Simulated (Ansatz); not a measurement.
Born–Oppenheimer molecular dynamics of a periodic cell of 16 atoms, WC (start crystal WC, start structure P-6m2, volume 1.15 times the crystal's). It starts from a structure without forces on its atoms.

Method: Ansatz 0.2.0, DFT PBE, scalar-relativistic, plane waves, PAW. Settings: PAW set soft_1, cutoff 420 eV, k mesh 3x3x3, fermi-dirac smearing 0.36 eV, no spin polarisation.

```json
{
  "ensemble": "NVT, Langevin thermostat",
  "time step": "0.75 fs",
  "steps asked": "150",
  "set temperature": "4200 K",
  "friction": "0.02 /fs",
  "seed": "122565"
}
```

First frame:

```xyz
16
Lattice="-2.9936 -5.1851 0.0000 4.4905 -2.5926 0.0000 0.0000 0.0000 5.8759" Properties=species:S:1:pos:R:3
W 0.000 -5.185 0.000
C 1.497 -4.321 1.469
W 0.000 -5.185 2.938
C 1.497 -4.321 4.407
W -1.497 -2.593 0.000
C 0.000 -1.728 1.469
W -1.497 -2.593 2.938
C 0.000 -1.728 4.407
W 1.497 -2.593 0.000
C 2.994 -1.728 1.469
W 1.497 -2.593 2.938
C 2.994 -1.728 4.407
W 0.000 0.000 0.000
C -1.497 -4.321 1.469
W 0.000 0.000 2.938
C -1.497 -4.321 4.407
```

Question: What does the run give?

Answer: The run went to its last step.

* steps done: 150
* time covered: 112.5 fs
* mean temperature over the second half: 4056 K
* spread of the potential energy over the second half: 74.8 meV per atom
* mean potential energy of the second half above the start: 575.4 meV per atom

A run of 0.11 ps of so small a system gives no equilibrium averages. Limits of this set-up: coarse k mesh.

Question: What happens to the structure?

Answer: Mean squared displacements from the first frame to the last, about the centre of mass: W 0.05 Å², C 0.11 Å². This is one draw of velocities; another would differ in detail.

Question: How do temperature and energy run in time?

Answer: 
```
time (fs)  T (K)  potential energy less start (eV)
        0   3938                             0.000
     5.25   3329                             1.403
     10.5   2106                             3.493
    15.75   2227                             4.714
       21   2142                             5.110
    26.25   2247                             5.257
     31.5   2866                             5.193
    36.75   2737                             5.534
       42   3548                             6.619
    47.25   2788                             8.805
     52.5   2933                             8.872
    57.75   4171                             8.080
       63   4563                             8.225
    68.25   4407                             8.827
     73.5   4430                             9.396
    78.75   4007                            10.528
       84   3350                            11.457
    89.25   2982                            10.728
     94.5   4132                             9.111
    99.75   4492                             7.611
      105   4045                             7.937
   110.25   3534                             9.226
```

The run took 27 min on 2 threads of Arm Neoverse V1, on a shared host, peak memory 0.83 GiB.
